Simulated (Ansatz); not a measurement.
**ZrO2 (Fm-3m): equation of state with a fit from a Python script**

Where is the equilibrium volume of ZrO2 (Fm-3m), and how stiff is it? The task is an equation of state with a fit, for ZrO2 (Fm-3m).

All numbers are computed with Ansatz 0.2.0 through its Python package. Level of theory: DFT PBEsol, plane waves, PAW.

**1. The system**

Symmetry: Fm-3m, No. 225, cubic system. Conventional cell: a = 5.070 Å, b = 5.070 Å, c = 5.070 Å, α = 90.00°, β = 90.00°, γ = 90.00°. Zr (site symmetry m-3m) is surrounded by 8 O at 2.20 Å. O (site symmetry -43m) has 4 Zr at 2.20 Å as nearest neighbours.

The script holds or builds the structure itself.

**2. The code**

eos_zro2.py

```python
# -*- coding: utf-8 -*-
"""Equation of state of ZrO2."""

from dataclasses import dataclass
import logging
import sys
import warnings

import ansatz
import numpy as np

logging.basicConfig(stream=sys.stdout, format="%(name)s: %(message)s")
logger = logging.getLogger("calc")
logger.setLevel(logging.INFO)


@dataclass(frozen=True)
class Settings:
    functional: str = "pbesol"
    occupations: str = "fixed"
    max_scf: int = 100
    mesh: tuple[int, ...] = (7, 7, 7)


opts = Settings()

vectors0 = np.array([
    [0.0, 2.535, 2.535],
    [2.535, 0.0, 2.535],
    [2.535, 2.535, 0.0],
])
sites = [
    ("Zr", (0.0, 0.0, 0.0)),
    ("O", (0.25, 0.25, 0.25)),
    ("O", (0.75, 0.75, 0.75)),
]


def make_crystal(cell):
    crystal = ansatz.Crystal(lattice=ansatz.Lattice.of(cell))
    for symbol, position in sites:
        crystal = crystal.atom(symbol, position)
    return crystal

warnings.simplefilter("ignore", ansatz.DeckWarning)

# uniform scaling of the cell
volumes, energies = [], []
for scale in np.linspace(0.94, 1.06, 7):
    cell = vectors0 * scale ** (1 / 3)
    calculation = (
        make_crystal(cell).calculation()
        .functional(opts.functional)
        .basis(12 * ansatz.Ha, density_ratio=8)
        .occupations(opts.occupations)  # no smearing
        .scf(max_iterations=opts.max_scf)
        .kpoints(*opts.mesh)
    )
    data = calculation.run().report
    volumes.append(abs(np.linalg.det(cell)) / len(sites))
    energies.append(data["free_energy_ev"] / len(sites))
    logger.info(f"V = {volumes[-1]:8.4f} A^3/atom  F = {energies[-1]:.5f} eV/atom")

# third-order Birch-Murnaghan: a cubic in V^(-2/3)
x = np.array(volumes) ** (-2 / 3)
poly = np.polynomial.Polynomial.fit(x, energies, 3).convert()
roots = poly.deriv().roots()
x0 = min((r.real for r in roots if abs(r.imag) < 1e-9 and poly.deriv(2)(r.real) > 0), key=lambda r: abs(r - x.mean()))
v0 = x0 ** -1.5
b0 = 4 / 9 * poly.deriv(2)(x0) * v0 ** (-7 / 3) * 160.21766
b1 = 4 + 2 / 3 * x0 * poly.deriv(3)(x0) / poly.deriv(2)(x0)
logger.info(f"V0 = {v0:.4f} A^3/atom, B0 = {b0:.1f} GPa, dB/dP = {b1:.2f}")
```

**3. The input behind the calls**

The engine receives this input (first run):

```yaml
crystal:
  lattice:
    - [0.0, 2.4832507855939485, 2.4832507855939485]
    - [2.4832507855939485, 0.0, 2.4832507855939485]
    - [2.4832507855939485, 2.4832507855939485, 0.0]
  atoms:
    - { symbol: Zr, position: [0.0, 0.0, 0.0] }
    - { symbol: O, position: [0.25, 0.25, 0.25] }
    - { symbol: O, position: [0.75, 0.75, 0.75] }
basis:
  ecutwfc: 326.536634951856
  ecutrho_ratio: 8
kpoints:
  mp_grid:
    grid: [7, 7, 7]
hamiltonian:
  xc: pbesol
scf:
  max_iter: 100
  occupations:
    method: fixed
```

**4. The run**

The run is started by

```
$ python eos_zro2.py
```

**Question.** Where does the minimum lie against the volume typed, and how stiff is the crystal?

As calculated:

```
                      quantity           value
                 runs compared               7
               range of energy  32.21 meV/atom
lowest point, volume (Å³/atom)          10.860
```

**Reading.** Runs 1, 2, 3, 4, 5, 6, 7: each has a cutoff under the recommended one, so what rests on them isn't a property of the system. A third-order Birch-Murnaghan fit through the 7 points (the script's own form may differ a little) has its minimum at 10.81 Å³ an atom, 0.4 % below the typed cell, with a bulk modulus of 254 GPa and dB/dP = 10.5. From that minimum the energy rises by 33.6 meV an atom on the compressed side and 28.6 meV on the expanded side. Caveats:
- These settings explore the input space; cutoff and mesh may be short of convergence.
- The cutoff lies under the one recommended for these potentials.
- Spin is left out of this run.
- The structure is a deposited one; the phase is the one named, whichever is stable at ambient conditions.
